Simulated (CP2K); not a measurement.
## Ag under changes of volume

One of the cells (17.806 Å³/atom); the others are scaled copies at fixed shape and fractional positions:

```xyz
2
Lattice="2.9300 0.0000 0.0000 -1.4650 2.5375 0.0000 0.0000 0.0000 4.7900" Properties=species:S:1:pos:R:3 pbc="T T T"
Ag    1.4650    0.8458    3.5925
Ag    0.0000    1.6916    1.1975
```

This isn't the form of Ag at room conditions, which is fcc.

| Property | Result |
| --- | --- |
| Program | CP2K 2026.2 |
| Functional | PBE |
| Potentials or basis | POTENTIAL_UZH Ag GTH-PBE-q11; TZVP-MOLOPT-PBE-GTH basis |
| Density cutoff | 6123 eV |
| k mesh | 10 × 10 × 6 |
| Occupations | fermi-dirac, width 0.05 eV |
| Spin | no spin polarisation |

```csv
volume (Å³/atom),energy over the lowest point (meV/atom),pressure (GPa)
16.738,23.81,7.2
17.094,?,?
17.450,2.96,2.3
17.806,0.00,0.3
18.162,1.21,-1.4
18.518,6.06,-2.9
18.875,14.10,-4.3
```

**Question.** What does the run at 17.094 Å³/atom give?

**Answer.** Energy over the lowest point 10.67 meV/atom; pressure 4.6 GPa.

Worked out: A Birch-Murnaghan fit of order 3 (a polynomial in V^(-2/3)) to the other rows has its minimum at 17.87 Å³/atom with B0 = V·E''(V) = 92 GPa and B' = 5.7 at fixed shape and positions, which overstates the stiffness. It gives 10.67 meV/atom at 17.094 Å³/atom, against the run's 10.67, and -dE/dV = 4.6 GPa, against 4.6.

Energies are extrapolated to zero smearing.

Caveats: the basis of atomic orbitals isn't converged, which shifts pressures, moduli and gaps.
